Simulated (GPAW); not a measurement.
Input of a GPAW 26.7.0 run:

File run.py:

```python
from ase.eos import EquationOfState
from ase.io import Trajectory, read
from ase.units import GPa
from gpaw import GPAW, PW, setup_paths

setup_paths.insert(0, '.')

atoms = read('POSCAR')

traj = Trajectory('eos.traj', 'w')
volumes, energies = [], []
for x in [0.94, 0.96, 0.98, 1.0, 1.02, 1.04, 1.06]:
    a = atoms.copy()
    a.set_cell(atoms.cell * x**(1 / 3), scale_atoms=True)
    calc = GPAW(mode=PW(800),
                xc='GGA_X_PW91+GGA_C_PW91',
                kpts={'size': (10, 10, 10), 'gamma': True},
                occupations={'name': 'fermi-dirac', 'width': 0.05},
                nbands=11,
                convergence={'density': 1e-05, 'energy': 1e-05},
                maxiter=150,
                txt=f'eos-{x:.2f}.txt')
    a.calc = calc
    energies.append(a.get_potential_energy(force_consistent=True))
    volumes.append(a.get_volume())
    p = -a.get_stress()[:3].mean() / GPa
    calc.write(f'eos-{x:.2f}.gpw')
    traj.write(a)
    print(f'{x:.2f} {volumes[-1]:10.4f} A^3 {energies[-1]:14.6f} eV {p:9.3f} GPa', flush=True)

v0, e0, B = EquationOfState(volumes, energies, eos='birchmurnaghan').fit()
print(f'V0 = {v0:.4f} A^3, E0 = {e0:.6f} eV, B0 = {B / GPa:.2f} GPa')
```

POSCAR

```
AlN
1.0
    0.0000000000      2.1839935596      2.1839935596
    2.1839935596      0.0000000000      2.1839935596
    2.1839935596      2.1839935596      0.0000000000
Al N
1 1
Direct
    0.0000000000      0.0000000000      0.0000000000
    0.2500000000      0.2500000000      0.2500000000
```

Potentials or basis: PAW data sets generated in the run's folder for this functional, pw.

Launch:

```console
$ gpaw-setup -f GGA_X_PW91+GGA_C_PW91 Al N
$ OMP_NUM_THREADS=1 python run.py
```

Q: What does it give for the bulk modulus?

A: 195 GPa.

Q: What does it give for the equilibrium volume?

A: 10.71 Å³/atom.

Energy against volume, from the lowest point:
| volume (Å³/atom) | energy (meV/atom) |
| --- | --- |
| 9.792 | 54.80 |
| 10.001 | 31.48 |
| 10.209 | 14.84 |
| 10.417 | 4.55 |
| 10.626 | 0.00 |
| 10.834 | 0.53 |
| 11.042 | 5.64 |
